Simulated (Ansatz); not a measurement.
# SiO2: a single-point run

The task is a single point on SiO2 that gives the gradients at the nuclei.

Program: Ansatz 0.2.0. Level of theory: Kohn-Sham DFT, with the functional, basis and potentials that each input names. These are calculated values, not measurements.

### 1 Starting point

Symmetry: P4_32_12, No. 96, tetragonal system. The conventional cell has a = 4.933 Å, b = 4.933 Å, c = 6.465 Å, α = 90.00°, β = 90.00°, γ = 90.00°. Si (site symmetry 2) is surrounded by 4 O at 1.62 Å. Around O (site symmetry 1) lie 2 Si at 1.62 Å.

Coordinates:

```cif
data_structure
_symmetry_space_group_name_H-M 'P4_32_12'
_symmetry_Int_Tables_number 96
_cell_length_a 4.9329
_cell_length_b 4.9329
_cell_length_c 6.4645
_cell_angle_alpha 90.000
_cell_angle_beta 90.000
_cell_angle_gamma 90.000
_cell_volume 157.30
loop_
_atom_site_label
_atom_site_type_symbol
_atom_site_symmetry_multiplicity
_atom_site_Wyckoff_symbol
_atom_site_fract_x
_atom_site_fract_y
_atom_site_fract_z
_atom_site_occupancy
Si1 Si 4 a 0.81771 0.81771 0.50000 1
O1 O 8 b 0.26834 0.36457 0.80193 1
```

### 2 Running it

Contents of input.yaml:

```yaml
crystal:
  lattice:
    - [4.9329, 0.0, 0.0]
    - [0.0, 4.9329, 0.0]
    - [0.0, 0.0, 6.4645]
  atoms:
    - { symbol: Si, position: [0.817705, 0.817705, 0.5] }
    - { symbol: Si, position: [0.682295, 0.317705, 0.25] }
    - { symbol: Si, position: [0.182295, 0.182295, 0.0] }
    - { symbol: Si, position: [0.317705, 0.682295, 0.75] }
    - { symbol: O, position: [0.26834, 0.36457, 0.80193] }
    - { symbol: O, position: [0.13543, 0.76834, 0.55193] }
    - { symbol: O, position: [0.73166, 0.63543, 0.30193] }
    - { symbol: O, position: [0.86457, 0.23166, 0.05193] }
    - { symbol: O, position: [0.76834, 0.13543, 0.44807] }
    - { symbol: O, position: [0.63543, 0.73166, 0.69807] }
    - { symbol: O, position: [0.23166, 0.86457, 0.94807] }
    - { symbol: O, position: [0.36457, 0.26834, 0.19807] }
kpoints:
  mp_grid: { grid: [4, 4, 3] }
scf:
  occupations: { method: fermi_dirac, width: 0.02 }
  max_iter: 75
hamiltonian:
  xc: pbe
  pseudopotentials: { kind: paw, frozen_core: stored }
  hubbard: { sites: [{ species: Si, l: p, u_eff: -5.0 }] }
output:
  forces: true
  stress: true
  populations: true
  efg: { quadrupole_moments_barn: { O: -0.02558 } }
```

Run with:

```
$ ansatz run input.yaml --threads 1 --pin off --max-ram 3072MiB --backend cpu --events-out ev --progress --plain --runs-dir out
```

What happens when this is run?

This run ends as converged. That alone doesn't make the input a sound one.

Look at the input: hamiltonian.hubbard.sites is [{species: Si, l: p, u_eff: -5.0}]. The Hubbard parameter is far from any physical value.

To check: delete hamiltonian.hubbard.sites.
